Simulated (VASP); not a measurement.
# SrTiO3 (Tausonite) (Pm-3m) in VASP: a series of runs

The runs below take SrTiO3 (Tausonite) through relaxation of cell and atoms, with PBEsol, PBE.

All numbers are computed with VASP 6.6.1; they aren't measurements. Logs are shortened: lines on timing, memory, paths and dates and some standing lists are left out, and cuts for length are marked.

## (1) The structure

Symmetry: Pm-3m, No. 221, cubic system. The conventional cell has a = 3.895 Å, b = 3.895 Å, c = 3.895 Å, α = 90.00°, β = 90.00°, γ = 90.00°. Sr (site symmetry m-3m) has 12 O at 2.75 Å as nearest neighbours. Ti (site symmetry m-3m) has 6 O at 1.95 Å as nearest neighbours. O (site symmetry 4/mmm) is surrounded by 2 Ti at 1.95 Å.

## (2) Relaxation of cell and atoms, PBEsol

Input file INCAR:

```
PREC = Accurate ; ENCUT = 600
EDIFF = 1E-7 ; ISMEAR = 0
SIGMA = 0.03 ; LREAL = False
LASPH = True ; NELM = 80
ALGO = Normal ; ISIF = 3
LWAVE = False ; LCHARG = False
GGA = PS ; IBRION = 2
NSW = 90 ; EDIFFG = -0.005
```

Input file KPOINTS:

```
regular mesh
0
Gamma
  8 8 8
```

Input file POSCAR:

```
SrTiO3                                  
1.0
    3.8947475962      0.0000000000      0.0000000000
    0.0000000000      3.8947475962     -0.0000000000
    0.0000000000     -0.0000000000      3.8947475962
  Sr              Ti              O             
     1     1     3
Direct
     0.5000000000000000    0.5000000000000000    0.5000000000000000
     0.0000000000000000    0.0000000000000000    0.0000000000000000
     0.5000000000000000    0.0000000000000000    0.0000000000000000
     0.0000000000000000    0.5000000000000000    0.0000000000000000
     0.0000000000000000    0.0000000000000000    0.5000000000000000
```

Potentials or basis: VASP PAW PBE potentials, release 64 (Sr_sv, Ti_sv, O).

Launch:

```
cat potpaw_PBE.64/Sr_sv/POTCAR potpaw_PBE.64/Ti_sv/POTCAR potpaw_PBE.64/O/POTCAR > POTCAR
mpirun -np 1 vasp_std > vasp.out
```

OUTCAR:

```text
PREC = Accurate
   ENCUT = 600
   EDIFF = 1E-7
   ISMEAR = 0
   LREAL = False
   LASPH = True
   NELM = 80
   ISIF = 3
   GGA = PS
   IBRION = 2
   NSW = 90
   EDIFFG = -0.005

 ion  position               nearest neighbor table
   1  0.500  0.500  0.500-   3 2.75   4 2.75   5 2.75   3 2.75   4 2.75   3 2.75   5 2.75   3 2.75
                             4 2.75   5 2.75   4 2.75   5 2.75   2 3.37   2 3.37   2 3.37   2 3.37
   2  0.000  0.000  0.000-   3 1.95   4 1.95   5 1.95   5 1.95   4 1.95   3 1.95   1 3.37   1 3.37
                             1 3.37   1 3.37   1 3.37   1 3.37   1 3.37   1 3.37
   3  0.500  0.000  0.000-   2 1.95   2 1.95   1 2.75   1 2.75   1 2.75   1 2.75
   4  0.000  0.500  0.000-   2 1.95   2 1.95   1 2.75   1 2.75   1 2.75   1 2.75
   5  0.000  0.000  0.500-   2 1.95   2 1.95   1 2.75   1 2.75   1 2.75   1 2.75

  LATTYP: Found a simple cubic cell.
 ALAT       =     3.8947475962

  Lattice vectors:

 A1 = (   3.8947475962,   0.0000000000,   0.0000000000)
 A2 = (   0.0000000000,   3.8947475962,   0.0000000000)
 A3 = (   0.0000000000,   0.0000000000,   3.8947475962)

Analysis of symmetry for initial positions (statically):
=====================================================================
 Subroutine PRICEL returns:
 Original cell was already a primitive cell.

 Routine SETGRP: Setting up the symmetry group for a
 simple cubic supercell.

 Subroutine GETGRP returns: Found 48 space group operations
 (whereof 48 operations were pure point group operations)
 out of a pool of 48 trial point group operations.

The static configuration has the point symmetry O_h .

Analysis of symmetry for dynamics (positions and initial velocities):
=====================================================================
 Subroutine PRICEL returns:
 Original cell was already a primitive cell.

 Routine SETGRP: Setting up the symmetry group for a
 simple cubic supercell.

 Subroutine GETGRP returns: Found 48 space group operations
 (whereof 48 operations were pure point group operations)
 out of a pool of 48 trial point group operations.

The dynamic configuration has the point symmetry O_h .

 Subroutine INISYM returns: Found 48 space group operations
 (whereof 48 operations are pure point group operations),
 and found     1 'primitive' translations

----------------------------------------------------------------------------------------

                                     Primitive cell

  volume of cell :      59.0797
[... 100 lines left out ...]
   NFREE  =      1    steps in history (QN), initial steepest desc. (CG)
   ISIF   =      3    stress and relaxation
   ISYM   =      2    0-nonsym 1-usesym 2-fastsym
   POTIM  = 0.5000    time-step for ionic-motion
   TEBEG  =    0.0;   TEEND  =   0.0 temperature during run
   PSTRESS=    0.0 pullay stress
   NELECT =      40.0000    total number of electrons
   NUPDOWN=      -1.0000    fix difference up-down
   EMIN   =  10.00;   EMAX   =-10.00  energy-range for DOS
   EFERMI =   0.00;   METHOD = LEGACY
   ISMEAR =     0;   SIGMA  =   0.03  broadening in eV -4-tet -1-fermi 0-gaus
   EFERMI_NEDOS =   21; number of points for ismear=-14 and -15
   IALGO  =     38    algorithm
   IMIX   =      4    mixing-type and parameters
     AMIX     =   0.40;   BMIX     =  1.00
     AMIX_MAG =   1.60;   BMIX_MAG =  1.00
  volume/ion in A,a.u.               =      11.82        79.74
  Fermi-wavevector in a.u.,A,eV,Ry     =   1.437525  2.716529 28.116155  2.066479
  Thomas-Fermi vector in A             =   2.556593
   LORBIT       =      0    0 simple, 1 ext, 2 COOP (PROOUT), +10 PAW based schemes
   GGA     = PS    functional components
   LHFCALC =     F    Hartree Fock is set to
   AEXX    =    0.0000 exact exchange contribution
   IVDW    =     0    specifies the selected vdW correction
   LEPSILON=     F    determine dielectric tensor
   LRPA    =     F    only Hartree local field effects (RPA)
 conjugate gradient relaxation of ions
 non-spin polarized calculation
 Gauss-broadening in eV      SIGMA  =   0.03
  energy-cutoff  :      600.00
  volume of cell :       59.08
 maximum number of plane-waves:      2000
 NGX is ok and might be reduce to    32
   NGX = 15   NGY = 15   NGZ = 15

 number of electron      39.9999982 magnetization

 Free energy of the ion-electron system (eV)
  ---------------------------------------------------
  ext. energy  EPLUGINS =         0.00000000
  ---------------------------------------------------
  free energy    TOTEN  =       -42.02217016 eV

  energy without entropy =      -42.02217016  energy(sigma->0) =      -42.02217016

 E-fermi :   4.2730     XC(G=0): -11.5816

 val. band max:        4.0890227463   @ k =   0.5000   0.5000   0.5000
 cond. band min:       5.9044855116   @ k =   0.0000   0.0000   0.0000
 fundamental gap:      1.8154627653
 Fermi energy:         4.2730181495

 k-point     1 :       0.0000    0.0000    0.0000
  band No.  band energies     occupation
      1     -52.0791      2.00000
      2     -28.5312      2.00000
      3     -28.4468      2.00000
      4     -28.4468      2.00000
      5     -28.4468      2.00000
      6     -13.2996      2.00000
[... 637 lines left out ...]
     23       8.2736      0.00000
     24       9.9449      0.00000

 [... further k-points ...]

------------------------ aborting loop because EDIFF is reached ----------------------------------------

  FORCE on cell =-STRESS in cart. coord.  units (eV):
  Direction    XX          YY          ZZ          XY          YZ          ZX
  --------------------------------------------------------------------------------------
  -------------------------------------------------------------------------------------
  Total       -0.0023794     -0.0023794     -0.0023794      0.0000000     -0.0000000      0.0000000
  in kB       -0.0645281     -0.0645281     -0.0645281      0.0000000     -0.0000000      0.0000000
  external PRESSURE =      -0.0645281 kB  Pullay stress =       0.0000000 kB

 VOLUME and BASIS-vectors are now :
 -----------------------------------------------------------------------------
  energy-cutoff  :      600.00
  volume of cell :       59.08
      direct lattice vectors                 reciprocal lattice vectors
     3.894747596  0.000000000  0.000000000     0.256756048  0.000000000  0.000000000
     0.000000000  3.894747596  0.000000000     0.000000000  0.256756048  0.000000000
     0.000000000  0.000000000  3.894747596     0.000000000  0.000000000  0.256756048

 POSITION                                       TOTAL-FORCE (eV/Angst)
 -----------------------------------------------------------------------------------
      1.94737      1.94737      1.94737         0.000000      0.000000      0.000000
      0.00000      0.00000      0.00000         0.000000      0.000000      0.000000
      1.94737      0.00000      0.00000         0.000000      0.000000      0.000000
      0.00000      1.94737      0.00000         0.000000      0.000000      0.000000
      0.00000      0.00000      1.94737         0.000000      0.000000      0.000000
 -----------------------------------------------------------------------------------
    total drift:                                0.000000      0.000000     -0.000000

  FREE ENERGIE OF THE ION-ELECTRON SYSTEM (eV)
  ---------------------------------------------------
  free  energy   TOTEN  =       -42.0221701629 eV

  energy  without entropy=      -42.0221701629  energy(sigma->0) =      -42.02217016

 reached required accuracy - stopping structural energy minimisation
```

OSZICAR:

```text
N       E                     dE             d eps       ncg     rms          rms(c)
DAV:   1     0.471964748458E+03    0.47196E+03   -0.23252E+04  1680   0.201E+03
DAV:   2    -0.559405166646E+01   -0.47756E+03   -0.46885E+03  2048   0.520E+02
DAV:   3    -0.492324424809E+02   -0.43638E+02   -0.42827E+02  2056   0.153E+02
DAV:   4    -0.515728045279E+02   -0.23404E+01   -0.23393E+01  2768   0.310E+01
DAV:   5    -0.516252658520E+02   -0.52461E-01   -0.52458E-01  2264   0.388E+00    0.271E+01
DAV:   6    -0.420749225440E+02    0.95503E+01   -0.61459E+01  2512   0.743E+01    0.169E+01
DAV:   7    -0.420949453729E+02   -0.20023E-01   -0.81638E+00  1952   0.220E+01    0.110E+01
DAV:   8    -0.421584256991E+02   -0.63480E-01   -0.22209E+00  2224   0.163E+01    0.362E+00
DAV:   9    -0.420261622387E+02    0.13226E+00   -0.61012E-01  2024   0.818E+00    0.947E-01
DAV:  10    -0.420308736102E+02   -0.47114E-02   -0.13230E-01  2280   0.259E+00    0.814E-01
DAV:  11    -0.420224941178E+02    0.83795E-02   -0.74134E-02  2432   0.222E+00    0.203E-01
DAV:  12    -0.420221616173E+02    0.33250E-03   -0.35661E-03  2096   0.680E-01    0.638E-02
DAV:  13    -0.420221796381E+02   -0.18021E-04   -0.21628E-04  2424   0.126E-01    0.463E-02
DAV:  14    -0.420221723218E+02    0.73163E-05   -0.96263E-05  2096   0.686E-02    0.139E-02
DAV:  15    -0.420221701369E+02    0.21849E-05   -0.19041E-05  2272   0.434E-02    0.546E-03
DAV:  16    -0.420221706349E+02   -0.49805E-06   -0.24947E-06  2264   0.170E-02    0.613E-03
DAV:  17    -0.420221701542E+02    0.48075E-06   -0.10851E-06  2008   0.153E-02    0.169E-03
DAV:  18    -0.420221701629E+02   -0.87321E-08   -0.88977E-08  1256   0.282E-03
   1 F= -.42022170E+02 E0= -.42022170E+02  d E =-.420222E+02
```

CONTCAR:

```text
SrTiO3
   1.00000000000000
     3.8947475962000002    0.0000000000000000    0.0000000000000000
     0.0000000000000000    3.8947475962000002    0.0000000000000000
     0.0000000000000000    0.0000000000000000    3.8947475962000002
  Sr              Ti              O
     1     1     3
Direct
     0.5000000000000000    0.5000000000000000    0.5000000000000000
     0.0000000000000000    0.0000000000000000    0.0000000000000000
     0.5000000000000000    0.0000000000000000    0.0000000000000000
     0.0000000000000000    0.5000000000000000    0.0000000000000000
     0.0000000000000000    0.0000000000000000    0.5000000000000000

  0.00000000E+00  0.00000000E+00  0.00000000E+00
  0.00000000E+00  0.00000000E+00  0.00000000E+00
  0.00000000E+00  0.00000000E+00  0.00000000E+00
  0.00000000E+00  0.00000000E+00  0.00000000E+00
  0.00000000E+00  0.00000000E+00  0.00000000E+00
```

Wall time 23 s (1 thread of Intel Xeon 6975P-C (Granite Rapids), shared host); peak memory 0.22 GiB.

Results:

| Item | Value |
| --- | --- |
| Free energy | -42.0222 eV |
| Pressure after relaxing | 0.0 GPa |
| Band gap on the k mesh | 1.82 eV, indirect (least direct gap 2.17 eV) |

Final structure:
```cif
data_structure
_symmetry_space_group_name_H-M 'P 1'
_symmetry_Int_Tables_number 1
_cell_length_a 3.8947
_cell_length_b 3.8947
_cell_length_c 3.8947
_cell_angle_alpha 90.000
_cell_angle_beta 90.000
_cell_angle_gamma 90.000
_cell_volume 59.08
loop_
_atom_site_label
_atom_site_type_symbol
_atom_site_fract_x
_atom_site_fract_y
_atom_site_fract_z
_atom_site_occupancy
Sr1 Sr 0.50000 0.50000 0.50000 1
Ti1 Ti 0.00000 0.00000 0.00000 1
O1 O 0.50000 0.00000 0.00000 1
O2 O 0.00000 0.50000 0.00000 1
O3 O 0.00000 0.00000 0.50000 1
```

Levels at points of the mesh, in eV from the valence-band top:
```tsv
k point	band 16	band 17	band 18	band 19	band 20	band 21	band 22	band 23	band 24
(0.00, 0.00, 0.00)	-1.20	-1.20	-0.35	-0.35	-0.35	1.82	1.82	1.82	4.39
(0.50, 0.00, 0.00)	-2.41	-2.41	-2.06	-0.74	-0.74	2.00	3.82	3.82	4.41
(0.50, 0.50, 0.00)	-2.94	-1.74	-1.60	-1.60	-0.10	3.83	3.83	4.28	5.38
(0.50, 0.50, 0.50)	-3.80	-3.80	0.00	0.00	0.00	4.52	4.52	4.52	6.89
```

Caveat: the relaxation stopped at its first step, so nothing moved; the PAW data sets were made with another functional, which shifts forces and pressure a little. Expect the measured gap to be larger: semilocal functionals such as PBEsol lack the derivative discontinuity.

[end of part 1 of 2]
